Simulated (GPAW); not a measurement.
Wanted: an ASE script for a GPAW 26.7.0 run.

- Task: single point
- Functional: HSE06
- Potentials or basis: GPAW PAW data sets (gpaw-data 1.2.1)
- Cutoff: 600 eV
- Basis: pw
- k mesh: 8 × 8 × 8
- Occupations: fermi-dirac, width 0.05 eV
- Spin: no spin polarisation
- Maxiter: 60
- Ranks: 8

Crystal: AlN.

```
CELL_PARAMETERS angstrom
0.00000 2.18399 2.18399
2.18399 0.00000 2.18399
2.18399 2.18399 0.00000
ATOMIC_POSITIONS crystal
Al 0.00000 0.00000 0.00000
N 0.25000 0.25000 0.25000
```

Measurements of this composition are mostly on another form, of space group No. 186.

The input as run:

run.py

```python
from ase import Atoms
from ase.dft.bandgap import bandgap
from ase.io import write
from ase.parallel import parprint
from gpaw import GPAW, PW

atoms = Atoms(['Al', 'N'],
              cell=[[0.0, 2.1839935596, 2.1839935596],
                    [2.1839935596, 0.0, 2.1839935596],
                    [2.1839935596, 2.1839935596, 0.0]],
              scaled_positions=[[0.0, 0.0, 0.0],
                                [0.25, 0.25, 0.25]],
              pbc=True)

calc = GPAW(mode=PW(600),
            xc='HSE06',
            kpts={'size': (8, 8, 8), 'gamma': True},
            occupations={'name': 'fermi-dirac', 'width': 0.05},
            nbands=9,
            convergence={'density': 1e-05, 'energy': 1e-05},
            maxiter=60,
            txt='gpaw.txt')
atoms.calc = calc
energy = atoms.get_potential_energy()
forces = atoms.get_forces()
calc.write('gs.gpw')
write('result.traj', atoms)
parprint(f'Energy: {energy:.6f} eV')
parprint('Forces (eV/A):')
parprint(forces.round(4))
parprint('Fermi level:', round(calc.get_fermi_level(), 4), 'eV')
parprint(f'Gap: {bandgap(calc)[0]:.4f} eV, direct: {bandgap(calc, direct=True)[0]:.4f} eV')
```

Potentials or basis: GPAW PAW data sets (gpaw-data 1.2.1), pw.

Launch:

```bash
$ OMP_NUM_THREADS=1 mpirun -n 8 gpaw python run.py
```

It gave:

```yaml
Band_gap_on_the_k_mesh: 4.61 eV, indirect (least direct gap 5.60 eV)
```

Caveat: the PAW data sets were made with another functional, which shifts forces and pressure a little.

Wall time 25 min on 8 MPI ranks on Arm Neoverse V2 (shared host), peak memory 0.2 GiB a rank.
